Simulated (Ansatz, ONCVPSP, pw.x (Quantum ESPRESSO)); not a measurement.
germanium (Ge) (fcc): variants of one ONCV potential in the solid

ONCVPSP 4.0.1.1 (patched build) input, shortened (lines: element, Z, core and valence counts, functional; n l f; lmax; l rc ep ncon nbas qcut; lloc lpopt rc5 dvloc0; l nproj debl; icmod fcfact rcfact), PBE, scalar-relativistic:

```
  Ge 32.00    6    2        4      upf
    1    0    2.00
    2    0    2.00
    2    1    6.00
    3    0    2.00
    3    1    6.00
    3    2   10.00
    4    0    2.00
    4    1    2.00
    2
    0    1.70    0.00    3    6    3.10
    1    2.35    0.00    5    8    3.00
    2    1.95    0.06    4    9    5.40
    0    5    1.70    0.00
    0    0    1.20
    1    2    1.60
    2    2    1.90
    3    2.25    1.50
```

Crystal test: fcc Ge in pw.x 7.5, no spin, 13³ k-points, Fermi–Dirac smearing 0.01 Ry, cutoffs set for each file from its atomic test. The reference is all-electron LAPW (Ansatz 0.2.0) with the same functional, mesh and smearing; V0 and B0 come from Birch–Murnaghan fits to the pressures at five volumes. Errors are pseudo minus all-electron; Δ is the rms difference of the E(V) curves that follow from these fits, minima aligned, over ±6 % about the mean V0. Mesh and smearing are coarse, so the numbers serve the comparison and aren't converged zero-temperature values; the lattice is a test structure that the element need not adopt.

All-electron: a0 = 4.278 Å (V0 = 19.58 Å³/atom), B0 = 60.8 GPa.

Base: This is a poor potential for the solid. The generator flags a localised state at positive energy (d at 40 eV).

A dash in a converged row means that the minimum lies outside the volumes sampled.

| change | cutoffs (Ry) | pw.x | a0 (Å) | a0 error (%) | B0 error (%) | Δ (meV/atom) | mean pressure error (GPa) |
| --- | --- | --- | --- | --- | --- | --- | --- |
| base | 100/400 | converged | 4.255 | -0.53 | +3.0 | 4.2 | -0.97 |
| s: qcut 1.9 | 120/480 | converged | 4.255 | -0.55 | +3.0 | 4.3 | -1.00 |
| s: qcut 2.7 | 110/440 | converged | 4.256 | -0.52 | +2.7 | 4.0 | -0.94 |
| s: qcut 3.2 | 90/360 | converged | 4.255 | -0.54 | +3.3 | 4.2 | -0.98 |
| s: qcut 3.8 | 70/280 | converged | 4.257 | -0.50 | +2.8 | 3.9 | -0.90 |
| s: qcut 4.5 | 65/260 | converged; bound ghost | – | – | – | – | -5.30 |
